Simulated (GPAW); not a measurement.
# CuO (P4_2/mmc) in GPAW: settings compared

One crystal, CuO, is run at these levels: r2SCAN, r2SCAN+U; tasks: single point.

Program: GPAW 26.7.0. These are calculated values, not measurements. Logs are shortened: lines on timing, memory, paths and dates and some standing lists are left out, and cuts for length are marked. The log counts tension as positive stress, the text compression.

## (1) The crystal as given

It takes space group P4_2/mmc (No. 131, tetragonal). Conventional cell: a = 3.422 Å, b = 3.422 Å, c = 4.260 Å, α = 90.00°, β = 90.00°, γ = 90.00°. Around Cu (site symmetry mmm) lie 4 O at 2.02 Å. Around O (site symmetry -4m2) lie 4 Cu at 2.02 Å and 2 O at 2.13 Å.

Measurements of this composition are mostly on another form, of space group No. 15.

## (2) Single point, r2SCAN

Contents of run.py:

```python
from ase.dft.bandgap import bandgap
from ase.io import read, write
from ase.units import Bohr, GPa
from gpaw import GPAW, PW
from gpaw.elf import elf_from_dft_calculation

atoms = read('POSCAR')

calc = GPAW(mode=PW(800),
            xc='MGGA_X_R2SCAN+MGGA_C_R2SCAN',
            kpts={'size': (6, 6, 5), 'gamma': True},
            occupations={'name': 'fermi-dirac', 'width': 0.05},
            nbands=33,
            convergence={'density': 1e-05, 'energy': 1e-05},
            maxiter=150,
            txt='gpaw.txt')
atoms.calc = calc
energy = atoms.get_potential_energy()
forces = atoms.get_forces()
stress = atoms.get_stress()
calc.write('gs.gpw')
write('result.traj', atoms)
print(f'Energy: {energy:.6f} eV')
print('Forces (eV/A):')
print(forces.round(4))
print('Stress (GPa):', (stress / GPa).round(3))
print('Fermi level:', round(calc.get_fermi_level(), 4), 'eV')
print(f'Gap: {bandgap(calc)[0]:.4f} eV, direct: {bandgap(calc, direct=True)[0]:.4f} eV')

# fields on the real-space grid
write('density.cube', atoms, data=calc.get_pseudo_density() * Bohr**3)
write('potential.cube', atoms, data=calc.get_electrostatic_potential())
write('elf.cube', atoms, data=elf_from_dft_calculation(calc).data)
```

Contents of POSCAR:

```
CuO
1.0
    3.4220509700      0.0000000000      0.0000000000
    0.0000000000      3.4220509700      0.0000000000
    0.0000000000      0.0000000000      4.2604614800
Cu O
2 2
Direct
    0.0000000000      0.5000000000      0.0000000000
    0.5000000000      0.0000000000      0.5000000000
    0.0000000000      0.0000000000      0.2500000000
    0.0000000000      0.0000000000      0.7500000000
```

Potentials or basis: GPAW PAW data sets (gpaw-data 1.2.1), pw.

The run is started by

```
> OMP_NUM_THREADS=1 python run.py
```

gpaw.txt:

```text
__  _  _
 | _ |_)|_||  |
 |__||  | ||/\| - 26.7.0

Input parameters:
  mode=PW(ecut=800.0),
  convergence={'density': 1e-05, 'energy': 1e-05},
  kpts=MonkhorstPack(size=(6, 6, 5), gamma=True),
  maxiter=150,
  nbands=33,
  occupations=Occupations(name='fermi-dirac', width=0.05),
  xc=XC(name='MGGA_X_R2SCAN+MGGA_C_R2SCAN')

Diagonalizing LCAO Hamiltonian
Converting LCAO to pw mode
   .-------.
  /|       |
 * |       |
 O |       |
 | |       |
 | .-Cu----.
 OCu      /
 *-------*

Atoms  # Å, Bohr magnetons
|   | symbol |        x |        y |        z |    initial magnetic moments |
|---|--------|----------|----------|----------|-----------------------------|
| 0 |     Cu | 0.000000 | 1.711025 | 0.000000 | ( 0.0000,  0.0000,  0.0000) |
| 1 |     Cu | 1.711025 | 0.000000 | 2.130231 | ( 0.0000,  0.0000,  0.0000) |
| 2 |      O | 0.000000 | 0.000000 | 1.065115 | ( 0.0000,  0.0000,  0.0000) |
| 3 |      O | 0.000000 | 0.000000 | 3.195346 | ( 0.0000,  0.0000,  0.0000) |

Unit cell  # Å
| periodic |        x |        y |        z |  lengths |    angles |
|----------|----------|----------|----------|----------|-----------|
|      yes | 3.422051 | 0.000000 | 0.000000 | 3.422051 | 90.000000 |
|      yes | 0.000000 | 3.422051 | 0.000000 | 3.422051 | 90.000000 |
|      yes | 0.000000 | 0.000000 | 4.260461 | 4.260461 | 90.000000 |

Number of symmetries: 8
Symmetry operations  # r_c * U_cc + t_c -> r_c
|   | kind |            matrix            |
|---|------|------------------------------|
| 0 |  E   |  1, 0, 0,  0, 1, 0,  0, 0, 1 |
| 1 |  σ   |  1, 0, 0,  0, 1, 0,  0, 0,-1 |
| 2 |  σ   |  1, 0, 0,  0,-1, 0,  0, 0, 1 |
| 3 |  C2  |  1, 0, 0,  0,-1, 0,  0, 0,-1 |
| 4 |  σ   | -1, 0, 0,  0, 1, 0,  0, 0, 1 |
| 5 |  C2  | -1, 0, 0,  0, 1, 0,  0, 0,-1 |
| 6 |  C2  | -1, 0, 0,  0,-1, 0,  0, 0, 1 |
| 7 |  i   | -1, 0, 0,  0,-1, 0,  0, 0,-1 |

BZ-sampling:
  Number of BZ points: 180
  Number of IBZ points: 48

  Monkhorst-Pack size: [6, 6, 5]
  Monkhorst-Pack shift: [0.08333333333333333, 0.08333333333333333, 0.0]

K-points  # in reciprocal-cell coordinates
|     |                                coordinates |     weight |
|-----|--------------------------------------------|------------|
|   0 | (  0.00000000,   0.00000000,   0.00000000) | 0.00555556 |
|   1 | (  0.00000000,   0.00000000,   0.20000000) | 0.01111111 |
|   2 | (  0.00000000,   0.00000000,   0.40000000) | 0.01111111 |
|   3 | (  0.00000000,   0.16666667,   0.00000000) | 0.01111111 |
|   4 | (  0.00000000,   0.16666667,   0.20000000) | 0.02222222 |
|   5 | (  0.00000000,   0.16666667,   0.40000000) | 0.02222222 |
|   6 | (  0.00000000,   0.33333333,   0.00000000) | 0.01111111 |
|   7 | (  0.00000000,   0.33333333,   0.20000000) | 0.02222222 |
|   8 | (  0.00000000,   0.33333333,   0.40000000) | 0.02222222 |
|   9 | (  0.00000000,   0.50000000,   0.00000000) | 0.00555556 |
| ... |                                            |            |
|  47 | (  0.50000000,   0.50000000,   0.40000000) | 0.01111111 |

Plane wave coefficients: 2584
Cutoff: 800.0 eV

Spin-components: 1 (collinear spins)
Bands:           33
Projectors:      22
Spin-degeneracy: 2
Datatype:        complex128

Parallelization:
  kpt:    1
  domain: 1
  band:   1

Density:
  Valence electrons: 34.0
  Components: 1
  Grid points: [24 24 28]
  Charge: 0.0  # |e|

Potential:
  Grid points: [24 24 28]

species:
  Cu:
    name:    Copper
    Z:       29.0
    valence: 11
    core:    18
    charge:  0.0  # [|e|]
    compensation charges:
      type: gauss
      rc: 0.33  # [Å]
      lmax: 2
    cutoffs:
      filter: 2.06  # [Å]
      core: 2.43  # [Å]
    projectors
    | kind |    occ | energy [eV] | rcut [Å] |
    |------|--------|-------------|----------|
    |   4s |  1.000 |      -4.609 |    1.164 |
    |   4p |  0.000 |      -0.698 |    1.164 |
    |   3d | 10.000 |      -5.039 |    1.058 |
    |    s |        |      22.603 |    1.164 |
    |    p |        |      26.513 |    1.164 |
    |    d |        |      22.172 |    1.058 |

    Using partial waves for Cu as LCAO basis

  O:
    name:    Oxygen
    Z:       8.0
    valence: 6
    core:    2
    charge:  0.0  # [|e|]
    compensation charges:
      type: gauss
      rc: 0.21  # [Å]
      lmax: 2
    cutoffs:
      filter: 1.17  # [Å]
      core: 0.83  # [Å]
    projectors
    | kind |    occ | energy [eV] | rcut [Å] |
    |------|--------|-------------|----------|
    |   2s |  2.000 |     -23.961 |    0.688 |
    |   2p |  4.000 |      -9.029 |    0.598 |
    |    s |        |       3.251 |    0.688 |
    |    p |        |      18.182 |    0.598 |
    |    d |        |       0.000 |    0.619 |

    Using partial waves for O as LCAO basis

Reference energy: -94124.608285  # eV

eigensolver:
  PPCG
  Converge bands: occupied
  niter=2

density mixing:
  MSR1-Mixer
  Pratt-step length: 0.05
  Maximum mixing coefficient: 0.75
  Old densities: 10
  SVD Regularization: 0.005
  Good broyden scale: 1.0
  Trust region scale: 1.0
  Backstep threshold: 4.0
  History deletion threshold: 6.0
  Fourier metric: weight=20.0, sigma=0.015

occupation numbers:
  Fermi-Dirac:
    width: 0.0500  # eV

poisson solver:
  ecut: 6400.0  # eV

xc functional:
  name: MGGA_X_R2SCAN+MGGA_C_R2SCAN with 2 nearest neighbor stencil

convergence criteria:
- Maximum integral of absolute [dens]ity change: 1e-05 electrons / valence electron
- Maximum [total energy] change in last 3 cyles: 1e-05 eV / valence electron
- Maximum integral of absolute [eigenst]ate change: 4e-08 eV^2 / valence electron
maximum number of iterations: 150

SCF iterations
|iter     | |      energy | eigst |  dens |
|---------|-|-------------|-------|-------|
|iter:   1| |  -45.312301 | +0.14 |       |
|iter:   2| |  -35.547337 | -0.95 | -0.85 |
|iter:   3| |  -32.766779 | -1.35 | -0.96 |
|iter:   4| |  -32.914624 | -2.62 | -1.53 |
|iter:   5| |  -32.943615 | -2.81 | -1.60 |
|iter:   6| |  -32.948423 | -3.04 | -1.94 |
|iter:   7| |  -32.948556 | -4.39 | -2.48 |
|iter:   8| |  -32.947936 | -4.91 | -2.59 |
|iter:   9| |  -32.947648 | -4.82 | -2.76 |
|iter:  10| |  -32.947653c| -6.47 | -3.71 |
|iter:  11| |  -32.947656c| -7.07 | -3.92 |
|iter:  12| |  -32.947655c| -8.07c| -4.42 |
|iter:  13| |  -32.947655c| -8.33c| -5.30c|

Converged in 13 steps
Energy contributions relative to reference atoms: (reference = -94124.608285)

Energy contributions:
  Kinetic:          11.656786
  Coulomb:         -16.092949
  Zero:              0.459590
  External:          0.000000
  Xc:              -28.962562
  Entropy:          -0.017039
  Spinorbit:         0.000000
  ----------------------------
  Free energy:     -32.956174
  Extrapolated:    -32.947655

dipole moment: (-26.622257, -26.622256, -9.118421)  # |e|*Ang

Fermi level: 4.464
Eigenvalues  # (at kpt = [0.000, 0.000, 0.000])
| band index |      eig [eV] | occ [0-2] |
|------------|---------------|-----------|
|          0 |       -16.718 |     2.000 |
|        ... |               |           |
|          7 |         0.785 |     2.000 |
|          8 |         1.580 |     2.000 |
|          9 |         1.820 |     2.000 |
|         10 |         1.971 |     2.000 |
|         11 |         2.107 |     2.000 |
|         12 |         2.107 |     2.000 |
[... 8 lines left out ...]
|         21 |        14.381 |     0.000 |
|         22 |        16.239 |     0.000 |
|        ... |               |           |
|         32 |        28.998 |     0.000 |

No gap
No difference between direct/indirect transitions

Forces  # eV/Ang
|       x |       y |        z |
|---------|---------|----------|
| 0.00000 | 0.00000 |  0.00000 |  # Cu   0
| 0.00000 | 0.00000 |  0.00000 |  # Cu   1
| 0.00000 | 0.00000 |  0.00001 |  # O    2
| 0.00000 | 0.00000 | -0.00001 |  # O    3

Stress tensor  # eV/Ang^3
|        x |        y |         z |
|----------|----------|-----------|
| 0.120262 | 0.000000 |  0.000000 |
| 0.000000 | 0.120261 |  0.000000 |
| 0.000000 | 0.000000 | -0.119366 |

# Writing to gs.gpw (mode='')
```

Run time: 4.7 min. Hardware: 1 thread of Arm Neoverse V1, shared host; peak memory 0.33 GiB.

Results:

| Item | Value |
| --- | --- |
| Free energy | -32.9562 eV |
| Pressure | -6.5 GPa |
| Band gap on the k mesh | none (metal or under the smearing width) |

Stress tensor (GPa, compression positive):
```
-19.27   0.00   0.00
  0.00 -19.27   0.00
  0.00   0.00  19.12
```

Levels at points of the mesh, in eV from the Fermi level:
```
           k point  band 15  band 16  band 17  band 18  band 19  band 20
(0.00, 0.00, 0.00)    -1.35     0.45     0.70     0.72     0.72     6.53
(0.00, 0.50, 0.00)    -1.83    -1.80     0.62     1.00     4.06     4.47
(0.50, 0.00, 0.00)    -1.83    -1.80     0.62     1.00     4.06     4.47
(0.50, 0.50, 0.00)    -1.74    -1.56    -1.56     1.04     1.39     8.46
```

Caveat: with this Cu data set, volumes or pressures lay over 1.5 % or 2 GPa off other programs in two to four cells of ten; the PAW data sets were made with another functional, which shifts forces and pressure a little; the run has no spin polarisation, though such a crystal can be magnetic; semilocal functionals often make such compounds metallic where correlation or magnetic order opens a gap, which also shifts bond lengths.

## (3) Single point, r2SCAN+U

run.py: that of step 2 with these lines changed.

```diff
@@ -2,5 +2,4 @@
 from ase.io import read, write
-from ase.units import Bohr, GPa
+from ase.units import GPa
 from gpaw import GPAW, PW
-from gpaw.elf import elf_from_dft_calculation
 
@@ -12,2 +11,3 @@
             occupations={'name': 'fermi-dirac', 'width': 0.05},
+            setups={'Cu': ':d,1.0'},
             nbands=33,
@@ -28,6 +28 @@
 print(f'Gap: {bandgap(calc)[0]:.4f} eV, direct: {bandgap(calc, direct=True)[0]:.4f} eV')
-
-# fields on the real-space grid
-write('density.cube', atoms, data=calc.get_pseudo_density() * Bohr**3)
-write('potential.cube', atoms, data=calc.get_electrostatic_potential())
-write('elf.cube', atoms, data=elf_from_dft_calculation(calc).data)
```

POSCAR is that of step 2.

Potentials or basis: GPAW PAW data sets (gpaw-data 1.2.1), pw.

The run is started by

```
> OMP_NUM_THREADS=1 python run.py
```

gpaw.txt:

```text
__  _  _
 | _ |_)|_||  |
 |__||  | ||/\| - 26.7.0

Input parameters:
  mode=PW(ecut=800.0),
  convergence={'density': 1e-05, 'energy': 1e-05},
  kpts=MonkhorstPack(size=(6, 6, 5), gamma=True),
  maxiter=150,
  nbands=33,
  occupations=Occupations(name='fermi-dirac', width=0.05),
  setups={'Cu': ':d,1.0'},
  xc=XC(name='MGGA_X_R2SCAN+MGGA_C_R2SCAN')

Diagonalizing LCAO Hamiltonian
Converting LCAO to pw mode
   .-------.
  /|       |
 * |       |
 O |       |
 | |       |
 | .-Cu----.
 OCu      /
 *-------*

Atoms  # Å, Bohr magnetons
|   | symbol |        x |        y |        z |    initial magnetic moments |
|---|--------|----------|----------|----------|-----------------------------|
| 0 |     Cu | 0.000000 | 1.711025 | 0.000000 | ( 0.0000,  0.0000,  0.0000) |
| 1 |     Cu | 1.711025 | 0.000000 | 2.130231 | ( 0.0000,  0.0000,  0.0000) |
| 2 |      O | 0.000000 | 0.000000 | 1.065115 | ( 0.0000,  0.0000,  0.0000) |
| 3 |      O | 0.000000 | 0.000000 | 3.195346 | ( 0.0000,  0.0000,  0.0000) |

Unit cell  # Å
| periodic |        x |        y |        z |  lengths |    angles |
|----------|----------|----------|----------|----------|-----------|
|      yes | 3.422051 | 0.000000 | 0.000000 | 3.422051 | 90.000000 |
|      yes | 0.000000 | 3.422051 | 0.000000 | 3.422051 | 90.000000 |
|      yes | 0.000000 | 0.000000 | 4.260461 | 4.260461 | 90.000000 |

Number of symmetries: 8
Symmetry operations  # r_c * U_cc + t_c -> r_c
|   | kind |            matrix            |
|---|------|------------------------------|
| 0 |  E   |  1, 0, 0,  0, 1, 0,  0, 0, 1 |
| 1 |  σ   |  1, 0, 0,  0, 1, 0,  0, 0,-1 |
| 2 |  σ   |  1, 0, 0,  0,-1, 0,  0, 0, 1 |
| 3 |  C2  |  1, 0, 0,  0,-1, 0,  0, 0,-1 |
| 4 |  σ   | -1, 0, 0,  0, 1, 0,  0, 0, 1 |
| 5 |  C2  | -1, 0, 0,  0, 1, 0,  0, 0,-1 |
| 6 |  C2  | -1, 0, 0,  0,-1, 0,  0, 0, 1 |
| 7 |  i   | -1, 0, 0,  0,-1, 0,  0, 0,-1 |

BZ-sampling:
  Number of BZ points: 180
  Number of IBZ points: 48

  Monkhorst-Pack size: [6, 6, 5]
  Monkhorst-Pack shift: [0.08333333333333333, 0.08333333333333333, 0.0]

K-points  # in reciprocal-cell coordinates
|     |                                coordinates |     weight |
|-----|--------------------------------------------|------------|
|   0 | (  0.00000000,   0.00000000,   0.00000000) | 0.00555556 |
|   1 | (  0.00000000,   0.00000000,   0.20000000) | 0.01111111 |
|   2 | (  0.00000000,   0.00000000,   0.40000000) | 0.01111111 |
|   3 | (  0.00000000,   0.16666667,   0.00000000) | 0.01111111 |
|   4 | (  0.00000000,   0.16666667,   0.20000000) | 0.02222222 |
|   5 | (  0.00000000,   0.16666667,   0.40000000) | 0.02222222 |
|   6 | (  0.00000000,   0.33333333,   0.00000000) | 0.01111111 |
|   7 | (  0.00000000,   0.33333333,   0.20000000) | 0.02222222 |
|   8 | (  0.00000000,   0.33333333,   0.40000000) | 0.02222222 |
|   9 | (  0.00000000,   0.50000000,   0.00000000) | 0.00555556 |
| ... |                                            |            |
|  47 | (  0.50000000,   0.50000000,   0.40000000) | 0.01111111 |

Plane wave coefficients: 2584
Cutoff: 800.0 eV

Spin-components: 1 (collinear spins)
Bands:           33
Projectors:      22
Spin-degeneracy: 2
Datatype:        complex128

Parallelization:
  kpt:    1
  domain: 1
  band:   1

Density:
  Valence electrons: 34.0
  Components: 1
  Grid points: [24 24 28]
  Charge: 0.0  # |e|

Potential:
  Grid points: [24 24 28]

species:
  Cu:
    name:    Copper
    Z:       29.0
    valence: 11
    core:    18
    charge:  0.0  # [|e|]
    Hubbard: {U: 1.0,  # eV
              l: 2,
              scale: True}
    compensation charges:
      type: gauss
      rc: 0.33  # [Å]
      lmax: 2
    cutoffs:
      filter: 2.06  # [Å]
      core: 2.43  # [Å]
    projectors
    | kind |    occ | energy [eV] | rcut [Å] |
    |------|--------|-------------|----------|
    |   4s |  1.000 |      -4.609 |    1.164 |
    |   4p |  0.000 |      -0.698 |    1.164 |
    |   3d | 10.000 |      -5.039 |    1.058 |
    |    s |        |      22.603 |    1.164 |
    |    p |        |      26.513 |    1.164 |
    |    d |        |      22.172 |    1.058 |

    Using partial waves for Cu as LCAO basis

  O:
    name:    Oxygen
    Z:       8.0
    valence: 6
    core:    2
    charge:  0.0  # [|e|]
    compensation charges:
      type: gauss
      rc: 0.21  # [Å]
      lmax: 2
    cutoffs:
      filter: 1.17  # [Å]
      core: 0.83  # [Å]
    projectors
    | kind |    occ | energy [eV] | rcut [Å] |
    |------|--------|-------------|----------|
    |   2s |  2.000 |     -23.961 |    0.688 |
    |   2p |  4.000 |      -9.029 |    0.598 |
    |    s |        |       3.251 |    0.688 |
    |    p |        |      18.182 |    0.598 |
    |    d |        |       0.000 |    0.619 |

    Using partial waves for O as LCAO basis

Reference energy: -94124.608285  # eV

eigensolver:
  PPCG
  Converge bands: occupied
  niter=2

density mixing:
  MSR1-Mixer
  Pratt-step length: 0.05
  Maximum mixing coefficient: 0.75
  Old densities: 10
  SVD Regularization: 0.005
  Good broyden scale: 1.0
  Trust region scale: 1.0
  Backstep threshold: 4.0
  History deletion threshold: 6.0
  Fourier metric: weight=20.0, sigma=0.015

occupation numbers:
  Fermi-Dirac:
    width: 0.0500  # eV

poisson solver:
  ecut: 6400.0  # eV

xc functional:
  name: MGGA_X_R2SCAN+MGGA_C_R2SCAN with 2 nearest neighbor stencil

convergence criteria:
- Maximum integral of absolute [dens]ity change: 1e-05 electrons / valence electron
- Maximum [total energy] change in last 3 cyles: 1e-05 eV / valence electron
- Maximum integral of absolute [eigenst]ate change: 4e-08 eV^2 / valence electron
maximum number of iterations: 150

SCF iterations
|iter     | |      energy | eigst |  dens |
|---------|-|-------------|-------|-------|
|iter:   1| |  -44.145468 | +0.09 |       |
|iter:   2| |  -34.980780 | -0.97 | -0.88 |
|iter:   3| |  -32.572506 | -1.41 | -0.97 |
|iter:   4| |  -32.709886 | -2.73 | -1.53 |
|iter:   5| |  -32.744922 | -2.80 | -1.60 |
|iter:   6| |  -32.751892 | -3.07 | -1.95 |
|iter:   7| |  -32.751314 | -4.25 | -2.40 |
|iter:   8| |  -32.750794 | -4.85 | -2.60 |
|iter:   9| |  -32.750428 | -4.81 | -2.75 |
|iter:  10| |  -32.750437 | -6.36 | -3.65 |
|iter:  11| |  -32.750439c| -6.89 | -3.82 |
|iter:  12| |  -32.750439c| -8.01c| -4.39 |
|iter:  13| |  -32.750439c| -8.27c| -5.28c|

Converged in 13 steps
Energy contributions relative to reference atoms: (reference = -94124.608285)

Energy contributions:
  Kinetic:          19.886103
  Coulomb:         -23.218898
  Zero:              0.430592
  External:          0.000000
  Xc:              -29.839831
  Entropy:          -0.016811
  Spinorbit:         0.000000
  ----------------------------
  Free energy:     -32.758845
  Extrapolated:    -32.750439

dipole moment: (-26.592857, -26.592857, -9.080865)  # |e|*Ang

Fermi level: 4.390
Eigenvalues  # (at kpt = [0.000, 0.000, 0.000])
| band index |      eig [eV] | occ [0-2] |
|------------|---------------|-----------|
|          0 |       -16.742 |     2.000 |
|        ... |               |           |
|          7 |         0.654 |     2.000 |
|          8 |         1.341 |     2.000 |
|          9 |         1.553 |     2.000 |
|         10 |         1.694 |     2.000 |
|         11 |         1.848 |     2.000 |
|         12 |         1.848 |     2.000 |
[... 8 lines left out ...]
|         21 |        14.335 |     0.000 |
|         22 |        16.263 |     0.000 |
|        ... |               |           |
|         32 |        28.922 |     0.000 |

No gap
No difference between direct/indirect transitions

Forces  # eV/Ang
|        x |       y |        z |
|----------|---------|----------|
| -0.00000 | 0.00000 |  0.00000 |  # Cu   0
|  0.00000 | 0.00000 |  0.00000 |  # Cu   1
|  0.00000 | 0.00000 |  0.00001 |  # O    2
|  0.00000 | 0.00000 | -0.00001 |  # O    3

Stress tensor  # eV/Ang^3
|        x |        y |         z |
|----------|----------|-----------|
| 0.117725 | 0.000000 |  0.000000 |
| 0.000000 | 0.117725 |  0.000000 |
| 0.000000 | 0.000000 | -0.116755 |

# Writing to gs.gpw (mode='')
```

It took 4.7 min on 1 thread of Arm Neoverse V1, shared host; peak memory 0.33 GiB.

Results:

```yaml
Free_energy: -32.7588 eV
Pressure: -6.3 GPa
Band_gap_on_the_k_mesh: none (metal or under the smearing width)
```

Stress tensor (GPa, compression positive):
```
-18.86   0.00   0.00
  0.00 -18.86   0.00
  0.00   0.00  18.71
```

Caveat: with this Cu data set, volumes or pressures lay over 1.5 % or 2 GPa off other programs in two to four cells of ten; the PAW data sets were made with another functional, which shifts forces and pressure a little; the run has no spin polarisation, though such a crystal can be magnetic; U without spin polarisation on a metal has little footing.

(Part 1 of 2 ends here.)
